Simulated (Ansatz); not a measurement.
# NaI under changes of volume

One of the cells (33.899 Å³/atom); the others are scaled copies at fixed shape and fractional positions:

```
I Na
1.0
     0.00000    3.23640    3.23640
     3.23640    0.00000    3.23640
     3.23640    3.23640    0.00000
I Na
1 1
Direct
  0.50000 0.50000 0.50000
  0.00000 0.00000 0.00000
```

- Program: Ansatz 0.2.0
- Functional: LDA
- Potentials or basis: Ansatz PAW
- Cutoff: 420 eV (not typed: the program's choice for these potentials)
- k mesh: 6 × 6 × 6
- Occupations: fermi-dirac, width 0.05 eV
- Spin: no spin polarisation

```tsv
volume (Å³/atom)	energy over the lowest point (meV/atom)	pressure (GPa)	gap on the mesh (eV)
31.865	0.00	-0.7	3.50
32.543	3.82	-1.1	3.44
33.221	8.99	-1.4	3.39
33.899	?	?	?
34.577	22.81	-1.9	3.28
35.255	31.16	-2.1	3.24
35.933	40.32	-2.3	3.19
```

Question: What does the run at 33.899 Å³/atom give?

Answer: Energy over the lowest point 15.37 meV/atom; pressure -1.6 GPa; gap on the mesh 3.33 eV.

Worked out: A Birch-Murnaghan fit of order 3 (a polynomial in V^(-2/3)) to the other rows has no minimum within the range. It gives 15.38 meV/atom at 33.899 Å³/atom, against the run's 15.37, and -dE/dV = -1.6 GPa, against -1.6. A straight line through the other rows of the gap, of slope -2.57 eV per unit of ln V (its deformation potential), gives 3.34 eV, against the run's 3.33.

Energies are extrapolated to zero smearing.

Caveats: spin-orbit coupling is left out, which moves the levels of the heavy elements; the PAW data sets come from PBE, with cores solved anew for the run's functional, which leaves a small shift of forces and pressure.
